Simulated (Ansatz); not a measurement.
## GaN (P6_3mc): the host for defect calculations

Aim: the runs on the perfect crystal GaN (P6_3mc) that a defect calculation needs first.

Main program and level: Ansatz 0.2.0; plane-wave PAW DFT, r2SCAN; relaxation of the host's cell and atoms; PAW set soft_1, in the first sound run; inputs show where later runs differ.

Report form: the programs' logs are mostly left out.

## 1. The starting structure

The structure is hexagonal, space group P6_3mc (No. 186). The conventional cell has a = 3.189 Å, b = 3.189 Å, c = 5.192 Å, α = 90.00°, β = 90.00°, γ = 120.00°. Nearest to Ga lie 4 N at 1.95 to 1.96 Å. N has 4 Ga at 1.95 to 1.96 Å nearest. Farther neighbours and most contacts between anions are not listed.

## 2. Host cell relaxation

Cell and atoms are relaxed together, until forces and stress fall under their thresholds.

Input file cell/input.yaml:

```yaml
crystal:
  lattice:
    - [3.1889304, 0.0, 0.0]
    - [-1.5944652, 2.7616947, 0.0]
    - [0.0, 0.0, 5.1923572]
  atoms:
    - { symbol: Ga, position: [0.66666667, 0.33333333, 0.49908371] }
    - { symbol: Ga, position: [0.33333333, 0.66666667, 0.99908371] }
    - { symbol: "N", position: [0.66666667, 0.33333333, 0.87591629] }
    - { symbol: "N", position: [0.33333333, 0.66666667, 0.37591629] }
basis:
  ecutwfc: 500
  xc_grid: 2
hamiltonian:
  xc: r2scan
  pseudopotentials: { kind: paw, azcp: { folder: soft_1 } }
kpoints:
  mp_grid: { grid: [10, 10, 6] }
scf:
  occupations: { method: fixed }
  max_iter: 100
relax:
  f_tol: 0.005
  max_steps: 60
  cell: {}
output:
  forces: true
  stress: true
checkpoint:
  write: "../cell.run"
  compress: false
  write_wavefunctions: false
  write_every: 100000
```

Command:

```bash
> ansatz run input.yaml --threads 4 --pin off --max-ram 15073MiB --backend cpu --events-out ev --progress --plain --runs-dir out
```

The job ended after 11 s (4 threads of Arm Neoverse V1, shared host; peak memory 0.42 GiB; 40 s of CPU time).

The steps of the relaxation:

| step | energy less that of the first step (eV) | largest force component (eV/Å) | pressure (GPa) | volume (Å³) |
| --- | --- | --- | --- | --- |
| 1 | 0.0000 | 0.0011 | -1.00 | 45.73 |
| 2 | -0.0007 | 0.0010 | -0.39 | 45.58 |
| 3 | -0.0009 | 0.0005 | 0.00 | 45.49 |
| 4* | -0.0007 | 0.0005 | 0.00 | 45.49 |

Relaxation steps marked * repeat the geometry before them on a plane-wave basis chosen anew for their cell, so energy and pressure can jump there.

The run keeps the 12 symmetry operations that it works with, so distortions that break them were not tested.

| conventional cell, symmetrised | before | after | change |
| --- | --- | --- | --- |
| a (Å) | 3.189 | 3.183 | -0.2 % |
| b (Å) | 3.189 | 3.183 | -0.2 % |
| c (Å) | 5.192 | 5.184 | -0.2 % |
| volume (Å³/atom) | 11.43 | 11.37 | -0.5 % |

Final coordinates:

```xyz
4
Lattice="3.1833 0.0000 0.0000 -1.5916 2.7568 0.0000 0.0000 0.0000 5.1838" Properties=species:S:1:pos:R:3 pbc="T T T"
Ga    1.5916    0.9189    2.5873
Ga    0.0000    1.8379    5.1792
N     1.5916    0.9189    4.5405
N     0.0000    1.8379    1.9486
```

This step gave:

- pressure: 0.003674 GPa

The cell shrank by 0.5 % in volume.

## 3. Dielectric tensors of the host

The response to a uniform electric field gives the electronic dielectric tensor.

This step: plane-wave PAW DFPT, PBEsol; dielectric tensors, Born charges and zone-centre modes of the host; PAW set soft_1 (Ansatz 0.2.0).

Input file eps/input.yaml:

```yaml
crystal:
  lattice:
    - [3.1832725448, 0.0, 0.0]
    - [-1.5916362724, 2.7567948909, 0.0]
    - [0.0, 0.0, 5.1838316146]
  atoms:
    - { symbol: Ga, position: [0.6666666667, 0.3333333333, 0.4991062361] }
    - { symbol: Ga, position: [0.3333333333, 0.6666666667, 0.9991062361] }
    - { symbol: "N", position: [0.6666666667, 0.3333333333, 0.8758937639] }
    - { symbol: "N", position: [0.3333333333, 0.6666666667, 0.3758937639] }
basis:
  ecutwfc: 420
hamiltonian:
  xc: pbesol
  pseudopotentials: { kind: paw, azcp: { folder: soft_1 }, xc_functional: pbe }
kpoints:
  mp_grid: { grid: [9, 9, 5] }
scf:
  occupations: { method: fixed }
  max_iter: 100
phonons:
  method: dfpt
  dielectric: true
  rigid_motions: translations
```

It took 56 s on 4 threads; peak memory 1.1 GiB; 3.5 min of CPU time.

Electronic dielectric tensor:

```
5.83 0.00 0.00
0.00 5.83 0.00
0.00 0.00 6.02
```

Static dielectric tensor:

```
10.10  0.00  0.00
 0.00 10.10  0.00
 0.00  0.00 11.19
```

The principal values of the electronic dielectric tensor are 5.83, 5.83 and 6.02. The principal values of the static dielectric tensor are 10.10, 10.10 and 11.19.

## 4. Primitive cell on a dense mesh

A dense mesh gives the host's converged energy, against which the supercell's sampling is tested.

This step: plane-wave PAW DFT, r2SCAN; single point of the host's primitive cell on a dense mesh; PAW set soft_1 (Ansatz 0.2.0).

Input file dense/input.yaml:

```yaml
crystal:
  lattice:
    - [3.1832725448, 0.0, 0.0]
    - [-1.5916362724, 2.7567948909, 0.0]
    - [0.0, 0.0, 5.1838316146]
  atoms:
    - { symbol: Ga, position: [0.6666666667, 0.3333333333, 0.4991062361] }
    - { symbol: Ga, position: [0.3333333333, 0.6666666667, 0.9991062361] }
    - { symbol: "N", position: [0.6666666667, 0.3333333333, 0.8758937639] }
    - { symbol: "N", position: [0.3333333333, 0.6666666667, 0.3758937639] }
basis:
  ecutwfc: 500
  xc_grid: 2
hamiltonian:
  xc: r2scan
  pseudopotentials: { kind: paw, azcp: { folder: soft_1 } }
kpoints:
  mp_grid: { grid: [10, 10, 6] }
scf:
  occupations: { method: fermi_dirac, width: 0.01 }
  max_iter: 80
```

Run time: 3.1 s. Hardware: 4 threads; peak memory 0.39 GiB.

## 5. Self-consistent run

This step: plane-wave PAW DFT, r2SCAN; single point of the defect-free supercell, a test of its k-points; PAW set soft_1 (Ansatz 0.2.0).

System of this step: GaN (P6_3mc). The cell holds 72 atoms: 36 Ga and 36 N. Cell: a = 9.550 Å, b = 9.550 Å, c = 10.368 Å, α = 90.0°, β = 90.0°, γ = 120.0°.

Input file pristine.sampling/input.yaml:

```yaml
crystal:
  lattice:
    - [9.5498176343, 0.0, 0.0]
    - [-4.7749088171, 8.2703846728, 0.0]
    - [0.0, 0.0, 10.3676632292]
  atoms:
    - { symbol: Ga, position: [0.2222222222, 0.1111111111, 0.249553118] }
    - { symbol: Ga, position: [0.1111111111, 0.2222222222, 0.499553118] }
    - { symbol: "N", position: [0.2222222222, 0.1111111111, 0.437946882] }
    - { symbol: "N", position: [0.1111111111, 0.2222222222, 0.187946882] }
    - { symbol: Ga, position: [0.2222222222, 0.1111111111, 0.749553118] }
    - { symbol: Ga, position: [0.1111111111, 0.2222222222, 0.999553118] }
    - { symbol: "N", position: [0.2222222222, 0.1111111111, 0.937946882] }
    - { symbol: "N", position: [0.1111111111, 0.2222222222, 0.687946882] }
    - { symbol: Ga, position: [0.2222222222, 0.4444444444, 0.249553118] }
    - { symbol: Ga, position: [0.1111111111, 0.5555555556, 0.499553118] }
    - { symbol: "N", position: [0.2222222222, 0.4444444444, 0.437946882] }
    - { symbol: "N", position: [0.1111111111, 0.5555555556, 0.187946882] }
    - { symbol: Ga, position: [0.2222222222, 0.4444444444, 0.749553118] }
    - { symbol: Ga, position: [0.1111111111, 0.5555555556, 0.999553118] }
    - { symbol: "N", position: [0.2222222222, 0.4444444444, 0.937946882] }
    - { symbol: "N", position: [0.1111111111, 0.5555555556, 0.687946882] }
    - { symbol: Ga, position: [0.2222222222, 0.7777777778, 0.249553118] }
    - { symbol: Ga, position: [0.1111111111, 0.8888888889, 0.499553118] }
    - { symbol: "N", position: [0.2222222222, 0.7777777778, 0.437946882] }
    - { symbol: "N", position: [0.1111111111, 0.8888888889, 0.187946882] }
    - { symbol: Ga, position: [0.2222222222, 0.7777777778, 0.749553118] }
    - { symbol: Ga, position: [0.1111111111, 0.8888888889, 0.999553118] }
    - { symbol: "N", position: [0.2222222222, 0.7777777778, 0.937946882] }
    - { symbol: "N", position: [0.1111111111, 0.8888888889, 0.687946882] }
    - { symbol: Ga, position: [0.5555555556, 0.1111111111, 0.249553118] }
    - { symbol: Ga, position: [0.4444444444, 0.2222222222, 0.499553118] }
    - { symbol: "N", position: [0.5555555556, 0.1111111111, 0.437946882] }
    - { symbol: "N", position: [0.4444444444, 0.2222222222, 0.187946882] }
    - { symbol: Ga, position: [0.5555555556, 0.1111111111, 0.749553118] }
    - { symbol: Ga, position: [0.4444444444, 0.2222222222, 0.999553118] }
    - { symbol: "N", position: [0.5555555556, 0.1111111111, 0.937946882] }
    - { symbol: "N", position: [0.4444444444, 0.2222222222, 0.687946882] }
    - { symbol: Ga, position: [0.5555555556, 0.4444444444, 0.249553118] }
    - { symbol: Ga, position: [0.4444444444, 0.5555555556, 0.499553118] }
    - { symbol: "N", position: [0.5555555556, 0.4444444444, 0.437946882] }
    - { symbol: "N", position: [0.4444444444, 0.5555555556, 0.187946882] }
    - { symbol: Ga, position: [0.5555555556, 0.4444444444, 0.749553118] }
    - { symbol: Ga, position: [0.4444444444, 0.5555555556, 0.999553118] }
    - { symbol: "N", position: [0.5555555556, 0.4444444444, 0.937946882] }
    - { symbol: "N", position: [0.4444444444, 0.5555555556, 0.687946882] }
    - { symbol: Ga, position: [0.5555555556, 0.7777777778, 0.249553118] }
    - { symbol: Ga, position: [0.4444444444, 0.8888888889, 0.499553118] }
    - { symbol: "N", position: [0.5555555556, 0.7777777778, 0.437946882] }
    - { symbol: "N", position: [0.4444444444, 0.8888888889, 0.187946882] }
    - { symbol: Ga, position: [0.5555555556, 0.7777777778, 0.749553118] }
    - { symbol: Ga, position: [0.4444444444, 0.8888888889, 0.999553118] }
    - { symbol: "N", position: [0.5555555556, 0.7777777778, 0.937946882] }
    - { symbol: "N", position: [0.4444444444, 0.8888888889, 0.687946882] }
    - { symbol: Ga, position: [0.8888888889, 0.1111111111, 0.249553118] }
    - { symbol: Ga, position: [0.7777777778, 0.2222222222, 0.499553118] }
    - { symbol: "N", position: [0.8888888889, 0.1111111111, 0.437946882] }
    - { symbol: "N", position: [0.7777777778, 0.2222222222, 0.187946882] }
    - { symbol: Ga, position: [0.8888888889, 0.1111111111, 0.749553118] }
    - { symbol: Ga, position: [0.7777777778, 0.2222222222, 0.999553118] }
    - { symbol: "N", position: [0.8888888889, 0.1111111111, 0.937946882] }
    - { symbol: "N", position: [0.7777777778, 0.2222222222, 0.687946882] }
    - { symbol: Ga, position: [0.8888888889, 0.4444444444, 0.249553118] }
    - { symbol: Ga, position: [0.7777777778, 0.5555555556, 0.499553118] }
    - { symbol: "N", position: [0.8888888889, 0.4444444444, 0.437946882] }
    - { symbol: "N", position: [0.7777777778, 0.5555555556, 0.187946882] }
    - { symbol: Ga, position: [0.8888888889, 0.4444444444, 0.749553118] }
    - { symbol: Ga, position: [0.7777777778, 0.5555555556, 0.999553118] }
    - { symbol: "N", position: [0.8888888889, 0.4444444444, 0.937946882] }
    - { symbol: "N", position: [0.7777777778, 0.5555555556, 0.687946882] }
    - { symbol: Ga, position: [0.8888888889, 0.7777777778, 0.249553118] }
    - { symbol: Ga, position: [0.7777777778, 0.8888888889, 0.499553118] }
    - { symbol: "N", position: [0.8888888889, 0.7777777778, 0.437946882] }
    - { symbol: "N", position: [0.7777777778, 0.8888888889, 0.187946882] }
    - { symbol: Ga, position: [0.8888888889, 0.7777777778, 0.749553118] }
    - { symbol: Ga, position: [0.7777777778, 0.8888888889, 0.999553118] }
    - { symbol: "N", position: [0.8888888889, 0.7777777778, 0.937946882] }
    - { symbol: "N", position: [0.7777777778, 0.8888888889, 0.687946882] }
basis:
  ecutwfc: 500
  xc_grid: 2
hamiltonian:
  xc: r2scan
  pseudopotentials: { kind: paw, azcp: { folder: soft_1 } }
kpoints:
  mp_grid: { grid: [1, 1, 1], shift: [0.25, 0.25, 0.25] }
scf:
  occupations: { method: fermi_dirac, width: 0.01 }
  max_iter: 80
```

Elapsed: 29 s, on 4 threads; peak memory 2.4 GiB; 1.7 min of CPU time.

This step gave:

```
energy over dense mesh : -0.02263 eV/atom
```

## 6. Defect free supercell relaxed from its symmetric sites

This cell, the one that will hold the defects, is built from the relaxed host. Its coarser k-points can move the atoms a little, so it is relaxed from the symmetric sites, as the reference for the test of stability.

This step: plane-wave PAW DFT, r2SCAN; relaxation of the defect-free supercell from its symmetric sites; PAW set soft_1 (Ansatz 0.2.0).

pristine.symmetric/input.yaml, as its differences from pristine.sampling/input.yaml of step 5:

```diff
@@ -89 +89,12 @@
   max_iter: 80
+output:
+  forces: true
+relax:
+  f_tol: 0.01
+  max_steps: 60
+  escape_saddle: false
+checkpoint:
+  write: "../pristine.symmetric.run"
+  compress: false
+  write_wavefunctions: false
+  write_every: 100000
```

Run time: 62 s. Hardware: 4 threads; peak memory 2.4 GiB.

No atom moved by 0.005 Å in the relaxation.

## 7. Defect free supercell relaxed from displaced atoms

This step: plane-wave PAW DFT, r2SCAN; relaxation of the defect-free supercell from random displacements, a test of the host's stability; PAW set soft_1 (Ansatz 0.2.0).

pristine.rattled/input.yaml, as its differences from pristine.symmetric/input.yaml of step 6:

```diff
@@ -93,6 +93,6 @@
   f_tol: 0.01
-  max_steps: 60
-  escape_saddle: false
+  max_steps: 120
+  random_displacement: { amplitude: 0.08, seed: 6210 }
 checkpoint:
-  write: "../pristine.symmetric.run"
+  write: "../pristine.rattled.run"
   compress: false
```

The job ended after 2.9 min (4 threads; peak memory 2.5 GiB; 11 min of CPU time).

Step by step:

| step | energy less that of the first step (eV) | largest force component (eV/Å) |
| --- | --- | --- |
| 1 | 0.0000 | 3.2534 |
| 2 | -3.2829 | 1.6194 |
| 3 | -4.3405 | 0.0266 |
| 4 | -4.3406 | 0.0271 |
| 5 | -4.3359 | 0.0533 |
| 6 | -4.3411 | 0.0042 |

Relaxation step 5 was tried and not accepted.

The relaxation ends 60 meV an atom lower than the displaced start, with a largest force component of 0.0042 eV/Å.

## 8. Results

| Property | Result |
| --- | --- |
| primitive cell vectors, lengths | 3.183, 3.183, 5.184 Å |
| electronic dielectric constant | principal values (5.83, 5.83, 6.02) |
| static dielectric constant | principal values (10.10, 10.10, 11.19) |
| gap on the k-mesh of the response run (PBEsol) | 1.88 eV |
| supercell relaxed in its symmetry less the displaced and relaxed one | 0.000 eV |
| energy an atom at one point at (¼, ¼, ¼) less that on the dense mesh | -0.023 eV |

**Reading.** Step 7: The energy fell by 4.341 eV from the randomly displaced start; the atoms end within 0.005 Å of the sites as typed, once the mean shift is taken out. The displaced cell ends within 0.01 eV of the symmetric one relaxed in its symmetry, so no lower structure shows in this supercell. The k-mesh can miss the band edges, so this gap is an upper bound at this level. All at zero temperature.

[Logs are printed without paths, hosts, clocks, repeated set-up lines and the standing remarks that a program may print on its own settings, such as how far it seeks lower states.]

[Hosts, paths, dates, database ids (printed as entryN), source tags and the programs' standing remarks are cut or masked in the printed files.]

[Runs of the host that timed out are not shown.]

[For some hosts the program warned that the k-mesh of the response run may be too coarse for force constants and the static dielectric constant; such warnings are not always shown.]

[The program warned that the k-mesh of a response run behind this text may be too coarse: force constants, and the static dielectric constant and all else formed from them, are not shown converged.]
